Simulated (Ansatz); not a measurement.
A 2-atom cell of BeSe started from a crystallographic database (r2SCAN geometry), in Ansatz:

```cif
data_structure
_symmetry_space_group_name_H-M 'P 1'
_symmetry_Int_Tables_number 1
_cell_length_a 3.6501
_cell_length_b 3.6501
_cell_length_c 3.6501
_cell_angle_alpha 60.000
_cell_angle_beta 60.000
_cell_angle_gamma 60.000
_cell_volume 34.39
loop_
_atom_site_label
_atom_site_type_symbol
_atom_site_fract_x
_atom_site_fract_y
_atom_site_fract_z
_atom_site_occupancy
Be1 Be 0.00000 0.00000 0.00000 1
Se1 Se 0.25000 0.25000 0.25000 1
```

G0W0@PBE with 188 empty bands, a screening cutoff of 180 eV and a 6×6×6 mesh (PAW, contour deformation) gives 3.860 eV over the mesh points, from a PBE gap of 2.654 eV; it sums over 197 bands with 169 plane waves in the screening and a wave cutoff of 420 eV. The G0W0 figures hold for the stated bands, cutoff and mesh and aren't extrapolated. Calculated for a static, non-magnetic cell.

(1) Estimate the gap with empty bands 78, screening cutoff 100 eV.

(2) Estimate the gap with starting point HSE06.

(3) Another run gave a Kohn-Sham gap of 3.124 eV and a G0W0 gap of 4.053 eV, summing over 197 bands with 169 plane waves in the screening and a wave cutoff of 500 eV. What was changed?

(4) Estimate the gap with potentials of the kind norm-conserving, with them a wave cutoff of 1800 eV.

Answers

(1) 3.690 eV (-0.170 eV), from a Kohn-Sham gap of 2.654 eV.

(2) 4.204 eV (+0.344 eV), from a Kohn-Sham gap of 3.489 eV.

(3) Starting point r2SCAN, with them a wave cutoff of 500 eV. The Kohn-Sham gap has moved while bands and screening basis stay; the higher wave cutoff is that of a meta-GGA.

(4) 3.829 eV (-0.031 eV), from a Kohn-Sham gap of 2.657 eV.

Spin-orbit coupling is left out.
